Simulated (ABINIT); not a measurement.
The system is BP.

```
P B
1.0
     0.00000    2.26900    2.26900
     2.26900    0.00000    2.26900
     2.26900    2.26900    0.00000
P B
1 1
Direct
  0.75000 0.75000 0.75000
  0.00000 0.00000 0.00000
```

Base run:

| Item | Value |
| --- | --- |
| Program | ABINIT 10.8.3 (patched build) |
| Functional | r2SCAN |
| Potentials or basis | PseudoDojo NC SR PBE v0.4.1 standard |
| Cutoff | 1252 eV |
| k mesh | 10 × 10 × 10 |
| Occupations | fermi-dirac, width 0.05 eV |
| Spin | no spin polarisation |

Its results: band gap on the k mesh 1.33 eV, indirect (least direct gap 3.54 eV); pressure 1.5 GPa.

Problem. The run is repeated on the same cell with these changes: potentials or basis from PseudoDojo NC SR PBE v0.4.1 standard to Ansatz NC r2SCAN; cutoff from 1252 eV to 1415 eV. What comes out?

Solution. Band gap on the k mesh 1.41 eV, indirect (least direct gap 3.60 eV); pressure 0.2 GPa.

Caveats: a meta-GGA on potentials with a model core is unreliable (some runs); the potentials were made for another functional, which shifts forces and pressure (some runs).

A k mesh can miss the band edges.
